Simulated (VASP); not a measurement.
# GaAs (I-4m2) in VASP: further runs

One crystal, GaAs, is run at these levels: r2SCAN; tasks: single point.

All numbers are computed with VASP 6.6.1; they aren't measurements. Logs are shortened: lines on timing, memory, paths and dates and some standing lists are left out, and cuts for length are marked.

## 1. The cell of the first run

The structure is tetragonal, space group I-4m2 (No. 119). Conventional cell: a = 3.798 Å, b = 3.798 Å, c = 5.654 Å, α = 90.00°, β = 90.00°, γ = 90.00°. Ga (site symmetry -4m2) is surrounded by 4 As at 2.37 Å. As (site symmetry -4m2) has 4 Ga at 2.37 Å as nearest neighbours.

## 2. Single point, r2SCAN (strain -0.050 along x and y, +0.000 along z, atoms carried along)

Input file POSCAR:

```
GaAs
1.0
    0.0000000000      2.6855075000      2.8268500000
    2.6855075000      0.0000000000      2.8268500000
    2.6855075000      2.6855075000      0.0000000000
Ga As
1 1
Direct
    0.0000000000      0.0000000000      0.0000000000
    0.7500000000      0.7500000000      0.7500000000
```

Input file INCAR.step1:

```
SYSTEM = GaAs
PREC     = Accurate       ! precision mode
ENCUT    = 520            ! plane-wave cutoff, eV
ISMEAR   = 0              ! smearing method
SIGMA    = 0.05           ! smearing width, eV
LREAL    = .False.        ! projectors in reciprocal space
LASPH    = .True.         ! aspherical terms in the spheres
NELM     = 100            ! most SCF steps
NBANDS   = 16             ! bands
GGA      = PE             ! functional
ALGO     = Normal         ! electronic algorithm
EDIFF    = 1E-4           ! SCF threshold, eV
LWAVE    = .True.         ! write WAVECAR
LCHARG   = .False.        ! write CHGCAR
```

Input file INCAR.step2:

```
SYSTEM = GaAs
PREC     = Accurate       ! precision mode
ENCUT    = 520            ! plane-wave cutoff, eV
EDIFF    = 1E-7           ! SCF threshold, eV
ISMEAR   = 0              ! smearing method
SIGMA    = 0.05           ! smearing width, eV
LREAL    = .False.        ! projectors in reciprocal space
LASPH    = .True.         ! aspherical terms in the spheres
NELM     = 100            ! most SCF steps
ALGO     = Normal         ! electronic algorithm
ISIF     = 2              ! what is computed and relaxed
LWAVE    = .False.        ! write WAVECAR
LCHARG   = .False.        ! write CHGCAR
METAGGA  = R2SCAN         ! meta-GGA
LMIXTAU  = .True.       
NBANDS   = 16             ! bands
ISTART   = 1
```

Input file KPOINTS:

```
Automatic mesh
0
Gamma
  8 8 8
  0 0 0
```

Potentials or basis: VASP PAW PBE potentials, release 64 (Ga_d, As).

Launch:

```sh
$ cat potpaw_PBE.64/Ga_d/POTCAR potpaw_PBE.64/As/POTCAR > POTCAR
$ cp INCAR.step1 INCAR
$ mpirun -np 1 vasp_std > vasp.out
$ cp INCAR.step2 INCAR
$ mpirun -np 1 vasp_std > vasp.out
```

OUTCAR:

```text
SYSTEM = GaAs
   PREC = Accurate
   ENCUT = 520
   EDIFF = 1E-7
   ISMEAR = 0
   LREAL = .False.
   LASPH = .True.
   NELM = 100
   ISIF = 2
   METAGGA = R2SCAN
   ISTART = 1

 ion  position               nearest neighbor table
   1  0.000  0.000  0.000-   2 2.37   2 2.37   2 2.37   2 2.37
   2  0.750  0.750  0.750-   1 2.37   1 2.37   1 2.37   1 2.37

  LATTYP: Found a body centered tetragonal cell.
 ALAT       =     3.7978811284
 C/A-ratio  =     1.4886458551

  Lattice vectors:

 A1 = (  -2.6855075000,   0.0000000000,   2.8268500000)
 A2 = (   2.6855075000,   0.0000000000,   2.8268500000)
 A3 = (   0.0000000000,   2.6855075000,  -2.8268500000)

Analysis of symmetry for initial positions (statically):
=====================================================================
 Subroutine PRICEL returns:
 Original cell was already a primitive cell.

 Routine SETGRP: Setting up the symmetry group for a
 body centered tetragonal supercell.

 Subroutine GETGRP returns: Found  8 space group operations
 (whereof  8 operations were pure point group operations)
 out of a pool of 16 trial point group operations.

The static configuration has the point symmetry D_2d.

Analysis of symmetry for dynamics (positions and initial velocities):
=====================================================================
 Subroutine PRICEL returns:
 Original cell was already a primitive cell.

 Routine SETGRP: Setting up the symmetry group for a
 body centered tetragonal supercell.

 Subroutine GETGRP returns: Found  8 space group operations
 (whereof  8 operations were pure point group operations)
 out of a pool of 16 trial point group operations.

The dynamic configuration has the point symmetry D_2d.

 Subroutine INISYM returns: Found  8 space group operations
 (whereof  8 operations are pure point group operations),
 and found     1 'primitive' translations

----------------------------------------------------------------------------------------

                                     Primitive cell

  volume of cell :      40.7742

  direct lattice vectors                    reciprocal lattice vectors
     0.000000000  2.685507500  2.826850000    -0.186184548  0.186184548  0.176875321
     2.685507500  0.000000000  2.826850000     0.186184548 -0.186184548  0.176875321
     2.685507500  2.685507500  0.000000000     0.186184548  0.186184548 -0.176875321

  length of vectors
     3.899106494  3.899106494  3.797881128     0.317197495  0.317197495  0.317197495

  position of ions in fractional coordinates (direct lattice)
[... 82 lines left out ...]
   NSW    =      0    number of steps for IOM
   IBRION =     -1    ionic relax: 0-MD 1-quasi-New 2-CG
   NFREE  =      0    steps in history (QN), initial steepest desc. (CG)
   ISIF   =      2    stress and relaxation
   ISYM   =      2    0-nonsym 1-usesym 2-fastsym
   POTIM  = 0.5000    time-step for ionic-motion
   TEBEG  =    0.0;   TEEND  =   0.0 temperature during run
   PSTRESS=    0.0 pullay stress
   NELECT =      18.0000    total number of electrons
   NUPDOWN=      -1.0000    fix difference up-down
   EMIN   =  10.00;   EMAX   =-10.00  energy-range for DOS
   EFERMI =   0.00;   METHOD = LEGACY
   ISMEAR =     0;   SIGMA  =   0.05  broadening in eV -4-tet -1-fermi 0-gaus
   EFERMI_NEDOS =   21; number of points for ismear=-14 and -15
   IALGO  =     38    algorithm
   IMIX   =      4    mixing-type and parameters
     AMIX     =   0.40;   BMIX     =  1.00
     AMIX_MAG =   1.60;   BMIX_MAG =  1.00
  volume/ion in A,a.u.               =      20.39       137.58
  Fermi-wavevector in a.u.,A,eV,Ry     =   1.246533  2.355606 21.141343  1.553845
  Thomas-Fermi vector in A             =   2.380706
   LORBIT       =      0    0 simple, 1 ext, 2 COOP (PROOUT), +10 PAW based schemes
   METAGGA = R2SCAN    functional components
   LHFCALC =     F    Hartree Fock is set to
   AEXX    =    0.0000 exact exchange contribution
   IVDW    =     0    specifies the selected vdW correction
   LEPSILON=     F    determine dielectric tensor
   LRPA    =     F    only Hartree local field effects (RPA)
 non-spin polarized calculation
 Gauss-broadening in eV      SIGMA  =   0.05
  energy-cutoff  :      520.00
  volume of cell :       40.77
 maximum number of plane-waves:      1118
 NGX is ok and might be reduce to    30
   NGX = 15   NGY = 15   NGZ = 15

 number of electron      18.0000002 magnetization

 Free energy of the ion-electron system (eV)
  ---------------------------------------------------
  ext. energy  EPLUGINS =         0.00000000
  ---------------------------------------------------
  free energy    TOTEN  =       -26.89821201 eV

  energy without entropy =      -26.89821201  energy(sigma->0) =      -26.89821201

 E-fermi :   5.0359     XC(G=0): -10.7601

 val. band max:        4.8283130414   @ k =   0.0000   0.0000   0.0000
 cond. band min:       6.1366857045   @ k =   0.5000   0.0000   0.5000
 fundamental gap:      1.3083726630
 Fermi energy:         5.0359171071

 k-point     1 :       0.0000    0.0000    0.0000
  band No.  band energies     occupation
      1     -10.7558      2.00000
      2     -10.7422      2.00000
      3     -10.7418      2.00000
      4     -10.6289      2.00000
      5     -10.6257      2.00000
      6      -9.3114      2.00000
[... 433 lines left out ...]
      3     -10.7127      2.00000
      4     -10.6381      2.00000
      5     -10.6157      2.00000
      6      -7.7085      2.00000
[... 8 lines left out ...]
     15      16.0343      0.00000
     16      16.9055      0.00000

 [... further k-points ...]

------------------------ aborting loop because EDIFF is reached ----------------------------------------

  FORCE on cell =-STRESS in cart. coord.  units (eV):
  Direction    XX          YY          ZZ          XY          YZ          ZX
  --------------------------------------------------------------------------------------
  -------------------------------------------------------------------------------------
  Total        2.9442183      2.9442183      1.9520596      0.0000000      0.0000000     -0.0000000
  in kB      115.6898037    115.6898037     76.7040268      0.0000000      0.0000000     -0.0000000
  external PRESSURE =     102.6945447 kB  Pullay stress =       0.0000000 kB

 VOLUME and BASIS-vectors are now :
 -----------------------------------------------------------------------------
  energy-cutoff  :      520.00
  volume of cell :       40.77
      direct lattice vectors                 reciprocal lattice vectors
     0.000000000  2.685507500  2.826850000    -0.186184548  0.186184548  0.176875321
     2.685507500  0.000000000  2.826850000     0.186184548 -0.186184548  0.176875321
     2.685507500  2.685507500  0.000000000     0.186184548  0.186184548 -0.176875321

 POSITION                                       TOTAL-FORCE (eV/Angst)
 -----------------------------------------------------------------------------------
      0.00000      0.00000      0.00000        -0.000000     -0.000000     -0.000000
      4.02826      4.02826      4.24027         0.000000      0.000000      0.000000
 -----------------------------------------------------------------------------------
    total drift:                                0.000235      0.000235      0.000470

  FREE ENERGIE OF THE ION-ELECTRON SYSTEM (eV)
  ---------------------------------------------------
  free  energy   TOTEN  =       -26.8982120063 eV

  energy  without entropy=      -26.8982120063  energy(sigma->0) =      -26.89821201
```

OUTCAR.step1:

```text
SYSTEM = GaAs
   PREC = Accurate
   ENCUT = 520
   ISMEAR = 0
   LREAL = .False.
   LASPH = .True.
[... 680 lines left out ...]
      0.00000      0.00000      0.00000         0.000000      0.000000     -0.000000
      4.02826      4.02826      4.24027        -0.000000     -0.000000      0.000000
 -----------------------------------------------------------------------------------
    total drift:                               -0.000004     -0.000004      0.000005

  FREE ENERGIE OF THE ION-ELECTRON SYSTEM (eV)
  ---------------------------------------------------
  free  energy   TOTEN  =        -8.0142272689 eV

  energy  without entropy=       -8.0142272689  energy(sigma->0) =       -8.01422727
```

It took 1.8 min on 1 thread of Intel Xeon Platinum 8488C (Sapphire Rapids), shared host; peak memory 0.19 GiB.

What came out:

```yaml
Free_energy: -26.8982 eV
Pressure: 10.3 GPa
Band_gap_on_the_k_mesh: 1.31 eV, indirect (least direct gap 1.71 eV)
```

Stress tensor (GPa, compression positive):
```
11.57  0.00  0.00
 0.00 11.57  0.00
 0.00  0.00  7.67
```

Caveat: the PAW data sets were made with another functional, which shifts forces and pressure a little. A k mesh can miss the band edges.

## 3. Single point, r2SCAN (strain +0.050 along x and y, -0.050 along z, atoms carried along)

Input file POSCAR:

```
GaAs
1.0
    0.0000000000      2.9681925000      2.6855075000
    2.9681925000      0.0000000000      2.6855075000
    2.9681925000      2.9681925000      0.0000000000
Ga As
1 1
Direct
    0.0000000000      0.0000000000      0.0000000000
    0.7500000000      0.7500000000      0.7500000000
```

Input file INCAR.step1:

```
PREC = Accurate
ENCUT = 520
ISMEAR = 0
SIGMA = 0.05
LREAL = F
LASPH = T
NELM = 100
NBANDS = 16
GGA = PE
ALGO = Normal
EDIFF = 1E-4
LWAVE = T
LCHARG = F
```

Input file INCAR.step2:

```
PREC = Accurate
ENCUT = 520
EDIFF = 1E-7
ISMEAR = 0
SIGMA = 0.05
LREAL = F
LASPH = T
NELM = 100
ALGO = Normal
ISIF = 2
LWAVE = F
LCHARG = F
METAGGA = R2SCAN
LMIXTAU = T
NBANDS = 16
ISTART = 1
```

Input file KPOINTS:

```
Automatic mesh
0
Gamma
  8 8 8
```

Potentials or basis: VASP PAW PBE potentials, release 64 (Ga_d, As).

Launch:

```sh
$ cat potpaw_PBE.64/Ga_d/POTCAR potpaw_PBE.64/As/POTCAR > POTCAR
$ cp INCAR.step1 INCAR
$ mpirun -np 1 vasp_std > vasp.out
$ cp INCAR.step2 INCAR
$ mpirun -np 1 vasp_std > vasp.out
```

It took 2.1 min on 1 thread of Intel Xeon Platinum 8488C (Sapphire Rapids), shared host; peak memory 0.2 GiB.

It converged, with:

```
Free energy            : -26.9808 eV
Pressure               : -2.7 GPa
Band gap on the k mesh : 0.23 eV, direct
```

Stress tensor (GPa, compression positive):
```
-4.48  0.00  0.00
 0.00 -4.48  0.00
 0.00  0.00  0.99
```

Levels at points of the mesh, in eV from the valence-band top:
| k point | band 7 | band 8 | band 9 | band 10 | band 11 | band 12 |
| --- | --- | --- | --- | --- | --- | --- |
| (0.00, 0.00, 0.00) | -0.49 | -0.49 | 0.00 | 0.23 | 3.57 | 3.86 |
| (0.50, 0.00, 0.00) | -6.87 | -1.80 | -1.07 | 0.76 | 4.34 | 5.13 |
| (0.50, 0.50, 0.00) | -6.69 | -3.34 | -3.34 | 1.02 | 1.16 | 10.15 |
| (0.50, 0.00, 0.50) | -7.27 | -2.71 | -2.64 | 1.75 | 1.98 | 9.48 |

Caveat: the PAW data sets were made with another functional, which shifts forces and pressure a little.

## 4. Single point, r2SCAN (strain +0.000 along x and y, +0.050 along z, atoms carried along)

Input file POSCAR:

```
GaAs
1.0
    0.0000000000      2.8268500000      2.9681925000
    2.8268500000      0.0000000000      2.9681925000
    2.8268500000      2.8268500000      0.0000000000
Ga As
1 1
Direct
    0.0000000000      0.0000000000      0.0000000000
    0.7500000000      0.7500000000      0.7500000000
```

Input file INCAR.step1:

```
SYSTEM = GaAs
ALGO = Normal ; EDIFF = 1E-4
ENCUT = 520 ; GGA = PE
ISMEAR = 0 ; LASPH = .TRUE.
LCHARG = .FALSE. ; LREAL = .FALSE.
LWAVE = .TRUE. ; NBANDS = 16
NELM = 100 ; PREC = Accurate
SIGMA = 0.05
```

Input file INCAR.step2:

```
SYSTEM = GaAs
ALGO = Normal ; EDIFF = 1E-6
ENCUT = 520 ; ISIF = 2
ISMEAR = 0 ; ISTART = 1
LASPH = .TRUE. ; LCHARG = .TRUE.
LELF = .TRUE. ; LMIXTAU = .TRUE.
LREAL = .FALSE. ; LVHAR = .TRUE.
LWAVE = .FALSE. ; METAGGA = R2SCAN
NBANDS = 16 ; NELM = 100
PREC = Accurate ; SIGMA = 0.05
```

Input file KPOINTS:

```
k-points
0
G
  8 8 8
  0 0 0
```

Launch:

```sh
$ cat potpaw_PBE.64/Ga_d/POTCAR potpaw_PBE.64/As/POTCAR > POTCAR
$ cp INCAR.step1 INCAR
$ mpirun -np 1 vasp_std > vasp.out
$ cp INCAR.step2 INCAR
$ mpirun -np 1 vasp_std > vasp.out
```

It took 1.7 min on 1 thread of Intel Xeon Platinum 8488C (Sapphire Rapids), shared host; peak memory 0.2 GiB.

Results (log left out):

```yaml
Free_energy: -27.0204 eV
Pressure: -2.7 GPa
Band_gap_on_the_k_mesh: 0.49 eV, direct
```

Stress tensor (GPa, compression positive):
```
-1.56  0.00  0.00
 0.00 -1.56  0.00
 0.00  0.00 -5.06
```

Levels at points of the mesh, in eV from the valence-band top:
```
           k point  band 5  band 6  band 7  band 8  band 9  band 10  band 11  band 12  band 13  band 14
(0.00, 0.00, 0.00)  -15.18  -12.96   -0.30    0.00    0.00     0.49     3.89     3.89     4.04     7.97
(0.50, 0.00, 0.00)  -15.18  -11.26   -6.65   -1.41   -1.00     1.07     4.76     5.03     8.14    10.59
(0.50, 0.50, 0.00)  -15.18  -10.66   -7.05   -2.48   -2.48     1.96     2.18    10.33    10.33    10.92
(0.50, 0.00, 0.50)  -15.17  -10.49   -6.76   -2.81   -2.79     1.64     1.71    10.11    10.37    11.22
```

Caveat: the PAW data sets were made with another functional, which shifts forces and pressure a little.

## 5. The runs side by side

```csv
cell,gap on the mesh (eV),pressure (GPa)
"strain -0.050 along x and y, +0.000 along z, atoms carried along",1.31,10.3
"strain +0.050 along x and y, -0.050 along z, atoms carried along",0.23,-2.7
"strain +0.000 along x and y, +0.050 along z, atoms carried along",0.49,-2.7
```

Alike in all rows: task single point; level r2SCAN; potentials or basis VASP PAW PBE potentials, release 64 (Ga_d, As); no spin polarisation; k mesh 8 × 8 × 8; cutoff (eV) 520; smearing gaussian 0.05 eV.

Caveats: the PAW data sets were made with another functional, which shifts forces and pressure a little.

Absolute energies hang on the potentials; compare differences alone.
